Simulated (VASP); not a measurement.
Input of a VASP 6.6.1 run:

File INCAR:

```
SYSTEM = YN
PREC     = Accurate       ! precision mode
ENCUT    = 700            ! plane-wave cutoff, eV
EDIFF    = 1E-7           ! SCF threshold, eV
ISMEAR   = 0              ! smearing method
SIGMA    = 0.02           ! smearing width, eV
LREAL    = .FALSE.        ! projectors in reciprocal space
LASPH    = .TRUE.         ! aspherical terms in the spheres
NELM     = 120            ! most SCF steps
ALGO     = Normal         ! electronic algorithm
ISIF     = 3              ! what is computed and relaxed
LWAVE    = .FALSE.        ! write WAVECAR
LCHARG   = .FALSE.        ! write CHGCAR
GGA      = PE             ! functional
IBRION   = 2              ! ionic algorithm
NSW      = 40             ! ionic steps
EDIFFG   = -0.005         ! ionic threshold
```

KPOINTS

```
Automatic mesh
0
G
  10 10 10
  0 0 0
```

The input POSCAR:

```
YN
1.0
    0.0000000000      2.4400000000      2.4400000000
    2.4400000000      0.0000000000      2.4400000000
    2.4400000000      2.4400000000      0.0000000000
Y N
1 1
Direct
    0.0000000000      0.0000000000      0.0000000000
    0.5000000000      0.5000000000      0.5000000000
```

Potentials or basis: VASP PAW PBE potentials, release 64 (Y_sv, N).

The run is started by

```bash
$ cat potpaw_PBE.64/Y_sv/POTCAR potpaw_PBE.64/N/POTCAR > POTCAR
$ mpirun -np 1 vasp_std > vasp.out
```

(1) What does it give for the relaxed cell?

(2) Predict the relaxed volume.

(3) Estimate the band gap on the k mesh.

(4) Estimate the space group after relaxing (to 0.05 Å).

Answers

(1) a = 3.467 Å, b = 3.467 Å, c = 3.467 Å, α = 60.00°, β = 60.00°, γ = 60.00°.

(2) 14.74 Å³/atom.

(3) 0.20 eV, indirect (least direct gap 0.60 eV).

(4) Fm-3m (No. 225).
